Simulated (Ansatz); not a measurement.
Working through a ranking of polymorphs by energy of 3 structures of Sb

Program: Ansatz's Python interface.

Run as a notebook:

**Cell 1**
```python
import warnings

import ansatz as az
import numpy as np
```

**Cell 2**
```python
PHASES = {
    "P2_1/m": (
        [[3.122402, 0.0, 0.0], [0.0, 4.347518, 0.0], [-0.038915, 0.0, 4.405852]],
        [
            ("Sb", [0.988611, 0.75, 0.758834]),
            ("Sb", [0.011389, 0.25, 0.241166]),
        ],
    ),
    "P6_3/mmc": (
        [[3.33, 0.0, 0.0], [-1.665, 2.883865, 0.0], [0.0, 0.0, 5.23]],
        [
            ("Sb", [1 / 3, 2 / 3, 0.25]),
            ("Sb", [2 / 3, 1 / 3, 0.75]),
        ],
    ),
    "Fm-3m": (
        [[0.0, 2.305, 2.305], [2.305, 0.0, 2.305], [2.305, 2.305, 0.0]],
        [
            ("Sb", [0.0, 0.0, 0.0]),
        ],
    ),
}
```

**Cell 3**
```python
def build(vectors, sites):
    crystal = az.Crystal(lattice=az.Lattice.of(vectors))
    for symbol, position in sites:
        crystal = crystal.atom(symbol, position)
    return crystal
```

**Cell 4**
```python
def compute(name, crystal):
    calc = (
        crystal.calculation()
        .functional(az.Functional.PBE)
        .basis(460)
        .kpoints(spacing=0.3)
        .occupations("fermi_dirac", width=0.1)
        .stress()
        .band_table()
    )
    return calc.run(threads=1, pin="off")
```

**Cell 5**
```python
def pressure_gpa(outcome):
    return float(np.trace(outcome.report["stress_gpa"]) / 3)
```

**Cell 6**
```python
def volume_per_atom(outcome):
    return abs(np.linalg.det(outcome.lattice.cell_ang)) / len(outcome.lattice.sites)
```

**Cell 7**
```python
warnings.simplefilter("ignore", az.DeckWarning)
```

**Cell 8**
```python
phases = {name: build(*cell) for name, cell in PHASES.items()}
```

**Cell 9**
```python
done = {}
for name, crystal in phases.items():
    try:
        done[name] = compute(name, crystal)
    except az.NonConvergedError as error:
        print(name, "did not converge:", str(error)[:120])

energy = {name: o.report["energy_sigma0_ev"] / len(o.lattice.sites) for name, o in done.items()}
lowest = min(energy.values())
rows = [(name, len(o.lattice.sites), 1000 * (energy[name] - lowest), pressure_gpa(o), volume_per_atom(o)) for name, o in done.items()]
rows.sort(key=lambda row: row[2])
print("| phase | atoms | dE (meV/atom) | P (GPa) | V (A^3/atom) |")
print("| --- | --- | --- | --- | --- |")
for row in rows:
    print(f"| {row[0]} | {row[1]:d} | {row[2]:.1f} | {row[3]:.2f} | {row[4]:.3f} |")
print("lowest in energy:", rows[0][0])
```
Output:
```text
| phase | atoms | dE (meV/atom) | P (GPa) | V (A^3/atom) |
| --- | --- | --- | --- | --- |
| P2_1/m | 2 | 0.0 | 0.39 | 29.904 |
| P6_3/mmc | 2 | 289.3 | 6.06 | 25.113 |
| Fm-3m | 1 | 371.0 | 9.49 | 24.493 |
lowest in energy: P2_1/m
```

By space group at the end of each run: P2_1/m (+0 meV an atom, 29.9 Å³), P6_3/mmc (+289 meV an atom, 25.1 Å³) and Fm-3m (+371 meV an atom, 24.5 Å³).

Notes:
- For the metals among these phases the mesh is modest: differences between phases can be off by up to 40 meV an atom.
- Pressure is positive in compression.
- The cells come from databases of deposited and of computed structures, and not all need be stable phases.
- The ranking holds among these structures alone, at zero temperature; the ground state may be another structure. Differences under about 40 meV an atom lie within the error of mesh and functional.
- Finished in 3.4 s on 1 thread of Intel(R) Xeon(R) 6975P-C (Granite Rapids), on a shared host, peak memory 0.43 GiB.

(Lines on the test bed's own set-up are left out of the output.)
